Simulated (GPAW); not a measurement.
Crystal: TePt.

```xyz
2
Lattice="0.0000 3.2450 3.2450 3.2450 0.0000 3.2450 3.2450 3.2450 0.0000" Properties=species:S:1:pos:R:3 pbc="T T T"
Pt    0.0000    0.0000    0.0000
Te    1.6225    1.6225    1.6225
```

Measurements of this composition are mostly on another form, of space group No. 166.

Base run:

| Property | Result |
| --- | --- |
| Program | GPAW 26.7.0 |
| Functional | PBEsol |
| Potentials or basis | PAW data sets generated in the run's folder for this functional |
| Cutoff | 600 eV |
| Basis | pw |
| k mesh | 5 × 5 × 5 |
| Occupations | gaussian, width 0.05 eV |
| Spin | no spin polarisation |
| Hubbard terms | Pt d U = 6 eV |

Its results: band gap on the k mesh none (metal or under the smearing width); pressure -12.8 GPa.

Task: The run is repeated on the same cell with these changes: spin from no spin polarisation to collinear spin, ferromagnetic start; hubbard terms from Pt d U = 6 eV to Pt d U = 7 eV. What comes out?

Result: Band gap on the k mesh none (metal or under the smearing width); pressure -12.8 GPa; net moment 0.23 μB per cell; site moments Pt +0.14; Te +0.04 μB.

Several settings changed at once, so the effect can't be laid on one alone.

Caveats: the U is typed as a test and isn't derived for this compound; U without spin polarisation on a metal has little footing (some runs).
